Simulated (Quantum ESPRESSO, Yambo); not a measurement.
An input for Yambo 5.3.0 (AlN (F-43m)):

```
optics
bss
bse
em1s
dipoles
rim_cut
RandQpts= 1000000
RandGvec= 1 RL
Chimod= "HARTREE"
BSKmod= "SEX"
BSEmod= "resonant"
BSSmod= "d"
BSENGexx= 20 Ry
BSENGBlk= 4 Ry
% BSEQptR
 1 | 1 |
%
% BSEBands
 2 | 5 |
%
% BEnRange
 0 | 8 | eV
%
% BDmRange
 0.1 | 0.1 | eV
%
BEnSteps= 161
% BLongDir
 1 | 0 | 0 |
%
% BndsRnXs
 1 | 12 |
%
NGsBlkXs= 4 Ry
% LongDrXs
 1 | 1 | 1 |
%
% KfnQP_E
 1.327 | 1.0 | 1.0 |
%
WRbsWF
FFTGvecs= 32 Ry
```

```sh
OMP_NUM_THREADS=1 mpirun -n 8 yambo -F bse9.in -J bse9 -C bse9 > bse9.log
```

The stored states that it reads are on a 8×8×8 mesh. Symmetry: F-43m, No. 216, cubic system. Conventional cell: a = 4.368 Å, b = 4.368 Å, c = 4.368 Å, α = 90.00°, β = 90.00°, γ = 90.00°. Nearest to Al lie 4 N at 1.89 Å. Nearest to N lie 4 Al at 1.89 Å. Farther neighbours and most contacts between anions are not listed.

Estimate wall time and host memory on 8 MPI ranks of Arm Neoverse V2, shared host.

It took 16 s; on shared hardware allow 7.8 s to 31 s. Peak host memory was 2.7 GiB.

The kernel grows as the square of the matrix size, and full diagonalisation as its cube.

[Paths, hosts, dates, memory and timing lines, banners, echoed tables and standing remarks are left out of the program output.]

[Logs are printed without paths, hosts, clocks, repeated set-up lines and the standing remarks that a program may print on its own settings, such as how far it seeks lower states.]

[Runs of the session that timed out or met a known fault of the program may be left out.]

[Hosts, paths, dates, database ids (printed as entryN), source tags and the programs' standing remarks are cut or masked in the printed files.]
